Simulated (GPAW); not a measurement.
# Magnetic state of MnO2 from several starts, part 2 of 2

Does MnO2 prefer parallel or opposed moments, or none?

GPAW 26.7.0; PBE with U = 2.4 eV on Mn d; plane waves with GPAW's PAW setups, scalar-relativistic.

So far, largest spin moment in the augmentation sphere (μB): step 2 (order 1, typed as ferro +) 3.01; step 3 (run 2 (antiferro q=(0,0,1/2) +-)) 3.01.

### Step 4. Start 3: antiferro q=(0,1/2,0) +-

Reversing part of the moments tests the sign of the couplings between them.

This order needs a doubled cell of 6 atoms. Its mesh is chosen so that both cells sample the same points.

The input, order3.py:

```python
import json
import numpy as np
from ase import Atoms
from ase.parallel import paropen, parprint
from gpaw import GPAW

atoms = Atoms(['Mn', 'Mn', 'O', 'O', 'O', 'O'],
    cell=[[2.85657818, 0.0, 0.0],
         [-2.85657818, 4.94773854, 0.0],
         [0.0, 0.0, 4.60137406]],
    scaled_positions=[[0.0, 0.0, 0.5],
         [0.0, 0.5, 0.5],
         [0.66666667, 0.16666666, 0.29370743],
         [0.66666667, 0.66666667, 0.29370743],
         [0.33333333, 0.33333334, 0.70629257],
         [0.33333333, 0.83333334, 0.70629257]],
    pbc=True,
    magmoms=[4.5, -4.5, 0.0, 0.0, 0.0, 0.0])
atoms.calc = GPAW(mode={'name': 'pw', 'ecut': 700},
    xc='PBE',
    kpts={'size': (8, 4, 8), 'gamma': True},
    occupations={'name': 'fermi-dirac', 'width': 0.05},
    convergence={'density': 1e-05, 'energy': 1e-05},
    maxiter=200,
    setups={'Mn': ':d,2.4'},
    symmetry={'tolerance': 1e-4},
    txt='order3.txt')
e = atoms.get_potential_energy(force_consistent=True)
res = {'free_energy': e, 'energy_sigma0': atoms.get_potential_energy(), 'fermi_energy': atoms.calc.get_fermi_level()}
res['moments'] = atoms.get_magnetic_moments().tolist()
res['total'] = atoms.get_magnetic_moment()
parprint('site moments (muB):', np.round(res['moments'], 3))
parprint(f"total moment: {res['total']:.3f} muB")
parprint(f'free energy: {e:.6f} eV')
atoms.calc.write('order3.gpw')
with paropen('results.json', 'w') as f:
    json.dump(res, f)
```

Run with:

```console
$ OMP_NUM_THREADS=1 mpirun -n 2 gpaw python order3.py > order3.log
```

The log of the run:

```text
site moments (muB): [ 2.894 -2.894 -0.004  0.004  0.004 -0.004]
total moment: -0.000 muB
free energy: -46.923132 eV

--- order3.txt ---
Input parameters:
  mode=PW(ecut=700),
  convergence={'density': 1e-05, 'energy': 1e-05},
  kpts=MonkhorstPack(size=(8, 4, 8), gamma=True),
  maxiter=200,
  occupations=Occupations(name='fermi-dirac', width=0.05),
  setups={'Mn': ':d,2.4'},
  symmetry=Symmetry(tolerance=0.0001),
[...]
|         34 |        11.399 |     0.000 |        11.399 |     0.000 |
|        ... |               |           |               |           |
|         36 |        15.948 |     0.000 |        15.948 |     0.000 |

Gap: 2.155 eV
Transition (v -> c):
  (s=0, k=53, n=26, [0.25, -0.25, 0.00]) -> (s=1, k=114, n=27, [0.50, 0.00, 0.00])
Direct/indirect transitions are different
Direct gap: 2.292 eV
Transition at: (s=0->1, k=78, n=26, [0.25, 0.50, 0.12])

[key lines of the parts left out:]
Free energy:     -46.923132
Converged in 14 steps
dipole moment: (-6.623377, -11.472023, 0.000002)  # |e|*Ang
Fermi level: 4.344
```

Wall time 4.7 min (2 MPI ranks of Arm Neoverse V2, shared host); peak memory 0.94 GiB; 9.4 min of CPU time.

Spin moment in the augmentation sphere by atom:

```tsv
atom	spin moment in the augmentation sphere (μB)
Mn1	2.89
Mn2	-2.89
O3	0.00
O4	0.00
O5	0.00
O6	0.00
```

This step gave:

```
magnetization : 0 μB
final state   : antiferromagnetic
```

It lies 32.3 meV a seeded atom over the first start, and its largest moment is 2.89 μB against 3.01 μB.

### Step 5. Run 4 (antiferro q=(0,1/2,1/2) +-)

Reversing part of the moments tests the sign of the couplings between them.

The cell is doubled to 6 atoms to hold this order. Its mesh is chosen so that both cells sample the same points.

order4.py is the script of step 4 with these lines changed:

```diff
@@ -9,9 +9,9 @@
          [-2.85657818, 4.94773854, 0.0],
-         [0.0, 0.0, 4.60137406]],
-    scaled_positions=[[0.0, 0.0, 0.5],
-         [0.0, 0.5, 0.5],
-         [0.66666667, 0.16666666, 0.29370743],
-         [0.66666667, 0.66666667, 0.29370743],
-         [0.33333333, 0.33333334, 0.70629257],
-         [0.33333333, 0.83333334, 0.70629257]],
+         [-1.42828909, 2.47386927, 4.60137406]],
+    scaled_positions=[[0.0, 0.75, 0.5],
+         [0.0, 0.25, 0.5],
+         [0.66666667, 0.01981295, 0.29370743],
+         [0.66666667, 0.51981295, 0.29370743],
+         [0.33333333, 0.98018705, 0.70629257],
+         [0.33333333, 0.48018705, 0.70629257]],
     pbc=True,
@@ -26,3 +26,3 @@
     symmetry={'tolerance': 1e-4},
-    txt='order3.txt')
+    txt='order4.txt')
 e = atoms.get_potential_energy(force_consistent=True)
@@ -34,3 +34,3 @@
 parprint(f'free energy: {e:.6f} eV')
-atoms.calc.write('order3.gpw')
+atoms.calc.write('order4.gpw')
 with paropen('results.json', 'w') as f:
```

Run with:

```console
$ OMP_NUM_THREADS=1 mpirun -n 2 gpaw python order4.py > order4.log
```

The log of the run:

```text
site moments (muB): [ 2.894 -2.894 -0.005  0.005  0.005 -0.005]
total moment: -0.000 muB
free energy: -46.923634 eV

--- order4.txt ---
Input parameters:
  mode=PW(ecut=700),
  convergence={'density': 1e-05, 'energy': 1e-05},
  kpts=MonkhorstPack(size=(8, 4, 8), gamma=True),
  maxiter=200,
  occupations=Occupations(name='fermi-dirac', width=0.05),
  setups={'Mn': ':d,2.4'},
  symmetry=Symmetry(tolerance=0.0001),
[...]
|         34 |        11.399 |     0.000 |        11.399 |     0.000 |
|        ... |               |           |               |           |
|         36 |        15.248 |     0.000 |        15.248 |     0.000 |

Gap: 2.163 eV
Transition (v -> c):
  (s=1, k=17, n=26, [0.00, 0.50, 0.50]) -> (s=1, k=118, n=27, [0.50, 0.00, 0.50])
Direct/indirect transitions are different
Direct gap: 2.374 eV
Transition at: (s=1->0, k=76, n=26, [0.25, 0.50, -0.12])

[key lines of the parts left out:]
Free energy:     -46.923634
Converged in 13 steps
dipole moment: (-13.246730, 0.000003, 0.000002)  # |e|*Ang
Fermi level: 4.339
```

Elapsed: 5.1 min, on 2 MPI ranks; peak memory 0.95 GiB; 10 min of CPU time.

Numbers from this step:

```
magnetization  : 0 μB
final state    : antiferromagnetic
largest moment : 2.894 μB
```

It lies 32.0 meV a seeded atom over the first start, and its largest moment is 2.89 μB against 3.01 μB.

### Step 6. Order 5, typed as no spin polarisation

A run without seeds gives the energy of the state without moments.

The input, nospin.py:

```python
import json
import numpy as np
from ase import Atoms
from ase.parallel import paropen, parprint
from gpaw import GPAW

atoms = Atoms(['Mn', 'O', 'O'],
    cell=[[2.85657818, 0.0, 0.0],
         [-1.42828909, 2.47386927, 0.0],
         [0.0, 0.0, 4.60137406]],
    scaled_positions=[[0.0, 0.0, 0.5],
         [0.66666667, 0.33333333, 0.29370743],
         [0.33333333, 0.66666667, 0.70629257]],
    pbc=True)
atoms.calc = GPAW(mode={'name': 'pw', 'ecut': 700},
    xc='PBE',
    kpts={'size': (8, 8, 8), 'gamma': True},
    occupations={'name': 'fermi-dirac', 'width': 0.05},
    convergence={'density': 1e-05, 'energy': 1e-05},
    maxiter=200,
    setups={'Mn': ':d,2.4'},
    symmetry={'tolerance': 1e-4},
    txt='nospin.txt')
e = atoms.get_potential_energy(force_consistent=True)
res = {'free_energy': e, 'energy_sigma0': atoms.get_potential_energy(), 'fermi_energy': atoms.calc.get_fermi_level()}
parprint(f'free energy: {e:.6f} eV')
atoms.calc.write('nospin.gpw')
with paropen('results.json', 'w') as f:
    json.dump(res, f)
```

Run with:

```console
$ OMP_NUM_THREADS=1 mpirun -n 2 gpaw python nospin.py > nospin.log
```

The log of the run:

```text
free energy: -20.809316 eV

--- nospin.txt ---
Input parameters:
  mode=PW(ecut=700),
  convergence={'density': 1e-05, 'energy': 1e-05},
  kpts=MonkhorstPack(size=(8, 8, 8), gamma=True),
  maxiter=200,
  occupations=Occupations(name='fermi-dirac', width=0.05),
  setups={'Mn': ':d,2.4'},
  symmetry=Symmetry(tolerance=0.0001),
  xc=XC(name='PBE')

Diagonalizing LCAO Hamiltonian
Converting LCAO to pw mode

        O

[...]
|          0 |       -75.670 |     2.000 |
|        ... |               |           |
|          6 |        -1.982 |     2.000 |
|          7 |        -1.290 |     2.000 |
|          8 |        -1.290 |     2.000 |
|          9 |         2.444 |     2.000 |
[...]
|         17 |        11.258 |     0.000 |
|         18 |        14.636 |     0.000 |
|         19 |        18.965 |     0.000 |
|         20 |        24.015 |     0.000 |

No gap
No difference between direct/indirect transitions

[key lines of the parts left out:]
Free energy:     -20.809316
Converged in 13 steps
dipole moment: (-3.302965, -5.720904, 0.000001)  # |e|*Ang
Fermi level: 4.058
```

The job ended after 21 s (2 MPI ranks; peak memory 0.38 GiB; 43 s of CPU time).

Read from the output:

```
final state : non-magnetic (no spin polarisation)
```

It lies 2685 meV a seeded atom over the first start.

### Step 7. Ranking

These are free energies at a smearing of 0.05 eV, so its entropy term is in the differences. They are divided by the number of seeded atoms, so that cells of unlike size compare. Wavevectors q in the names are fractions of the reciprocal vectors of the first run's cell.

Orders:

```tsv
start	final state	typed order kept	energy over the lowest (meV a seeded atom)	largest site moment (μB)	net moment (μB a primitive cell)	mesh matched	CPU time (s)
ferro +	ferromagnetic	yes	0	3.011	3	yes	70.2
antiferro q=(0,0,1/2) +-	antiferromagnetic	yes	0.6718	3.009	0	yes	138.3
antiferro q=(0,1/2,0) +-	antiferromagnetic	yes	32.27	2.894	0	yes	565.2
antiferro q=(0,1/2,1/2) +-	antiferromagnetic	yes	32.02	2.894	0	yes	617
no spin polarisation	non-magnetic	-	2685	0	0	yes	42.78
```

### Step 8. Results

| Property | Result |
| --- | --- |
| lowest state found | ferromagnetic (typed ferro +) |
| largest site moment | 3.01 μB |
| next state | antiferromagnetic, 0.672 meV a seeded atom higher |
| run without spin seeds, over the lowest | 2685 meV a seeded atom |

In words: The lowest state found is ferromagnetic, reached from the start ferro +, with moments up to 3.01 μB. The two lowest states lie so close that the mesh, the functional or spin–orbit coupling could swap them. Under a U a spinless open shell is left with part-filled orbitals, which the U penalises, so its energy is no clean measure of what the moments gain. This is the lowest of 5 finished starts, no proof of the ground state.

[Logs and program files are shortened in this print: banners, set-up blocks, solver, clock and traceback lines can be left out without a mark of their own.]

[Logs are printed without paths, hosts, clocks, repeated set-up lines and the standing remarks that a program may print on its own settings, such as how far it seeks lower states.]

[Hosts, paths, dates, database ids (printed as entryN), source tags and the programs' standing remarks are cut or masked in the printed files.]

[Where a cell is said to come from a database of computed structures, the database is the Materials Project.]
